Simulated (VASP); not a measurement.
# KMgF3: relaxation of the atoms with PBE+D3(BJ)

Crystal: KMgF3.

```
K Mg F
1.0
     3.92511    0.00000    0.00000
     0.00000    3.92511    0.00000
     0.00000    0.00000    3.92511
K Mg F
1 1 3
Direct
  0.50000 0.50000 0.50000
  0.00000 0.00000 0.00000
  0.50000 0.00000 0.00000
  0.00000 0.50000 0.00000
  0.00000 0.00000 0.50000
```

The cell isn't the ideal one: a relaxed cell with its volume scaled by 0.94.

- Program: VASP 6.6.1
- Task: relaxation of the atoms
- Functional: PBE
- Dispersion: D3(BJ)
- Potentials or basis: VASP PAW PBE potentials, release 64 (K_sv, Mg, F)
- Cutoff: 600 eV
- k mesh: 8 × 8 × 8
- Occupations: gaussian, width 0.03 eV
- Spin: no spin polarisation
- Further INCAR settings: ALGO = Normal; EDIFF = 1e-07; IBRION = 2; EDIFFG = -0.01; NSW = 40

The pressure after relaxing is 5.1 GPa. The band gap on the k mesh is 7.67 eV, indirect (least direct gap 7.99 eV) and the dispersion energy per atom is -0.174 eV.

Final structure:
```
CELL_PARAMETERS angstrom
3.92511 0.00000 0.00000
0.00000 3.92511 0.00000
0.00000 0.00000 3.92511
ATOMIC_POSITIONS crystal
K 0.50000 0.50000 0.50000
Mg 0.00000 0.00000 0.00000
F 0.50000 0.00000 0.00000
F 0.00000 0.50000 0.00000
F 0.00000 0.00000 0.50000
```

Levels at points of the mesh, in eV from the valence-band top:
```tsv
k point	band 14	band 15	band 16	band 17	band 18	band 19
(0.00, 0.00, 0.00)	-0.32	-0.32	-0.32	7.67	10.14	10.14
(0.50, 0.00, 0.00)	-0.91	-0.56	-0.56	10.41	10.93	11.24
(0.50, 0.50, 0.00)	-0.93	-0.93	-0.02	11.19	11.93	13.08
(0.50, 0.50, 0.50)	0.00	0.00	0.00	10.63	10.63	10.63
```

It took 15 s on 1 thread of Intel(R) Xeon(R) 6975P-C (Granite Rapids), with other jobs on the host, peak memory 0.21 GiB.

Caveat: the relaxation stopped at its first step, so nothing moved. A k mesh can miss the band edges.
